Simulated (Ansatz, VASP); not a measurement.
## BAs in VASP and in Ansatz

File run.py:

```python
from ase.calculators.vasp import Vasp
from ase.dft.bandgap import bandgap
from ase.spacegroup import crystal

atoms = crystal(
    ['As', 'B'],
    basis=[[0.25, 0.25, 0.25], [0.0, 0.0, 0.0]],
    spacegroup=216,
    setting=1,
    cellpar=[4.777, 4.777, 4.777, 90.0, 90.0, 90.0],
    primitive_cell=True,
)
calc = Vasp(
    directory='calc',
    xc='lda',
    pp='LDA',
    setups='recommended',
    prec='Accurate',
    encut=520,
    ediff=1e-06,
    ismear=0,
    sigma=0.1,
    lreal=False,
    lasph=True,
    nelm=60,
    algo='Normal',
    isif=2,
    lwave=False,
    lcharg=False,
    kpts=[10, 10, 10],
    gamma=True,
    nbands=11,
)
atoms.calc = calc

print('energy (eV):', atoms.get_potential_energy())
print('free energy (eV):', atoms.get_potential_energy(force_consistent=True))
print('forces (eV/A):')
print(atoms.get_forces())
print('stress (eV/A^3, Voigt):', atoms.get_stress())
print('Fermi level (eV):', calc.get_fermi_level())
gap, top, bottom = bandgap(calc)
print('band gap (eV):', gap, 'from (spin, k, band)', top, 'to', bottom)
```

Contents of input.yaml:

```yaml
crystal:
  lattice:
    - [0.0, 2.3885, 2.3885]
    - [2.3885, 0.0, 2.3885]
    - [2.3885, 2.3885, 0.0]
  atoms:
    - { symbol: As, position: [0.75, 0.75, 0.75] }
    - { symbol: B, position: [0.0, 0.0, 0.0] }
hamiltonian:
  xc: lda
  pseudopotentials: { kind: paw }
kpoints:
  mp_grid: { grid: [10, 10, 10] }
scf:
  occupations: { method: gaussian, width: 0.1 }
output:
  forces: true
  stress: true
  eigenvalues: true
  write_density: true
  write_potential: true
  elf: true
  volumetric_format: npy
```

Alike in both runs: task single point; functional LDA; k mesh 10 × 10 × 10; occupations gaussian, width 0.1 eV; no spin polarisation.

|  | VASP | Ansatz |
| --- | --- | --- |
| version | VASP 6.6.1 | Ansatz 0.2.0 |
| potentials or method | VASP PAW LDA potentials, release 64 (As, B) | Ansatz PAW |
| plane-wave cutoff (eV) | 520 | 420 |
| valence electrons in the cell | 8 | 18 |

```tsv
	VASP	Ansatz	Ansatz less VASP
gap on the k mesh at the Fermi level (eV)	1.12	1.13	+0.007
least direct gap on the mesh (eV)	3.25	3.25	+0.004
pressure (GPa)	-3.1	-3.9	-0.84
```

The two sets of potentials don't hold the same shells in valence.

Caveats: the PAW data sets come from PBE, with cores solved anew for the run's functional, which leaves a small shift of forces and pressure (Ansatz). A k mesh can miss the band edges. As with any semilocal functional, this LDA gap is likely too small.
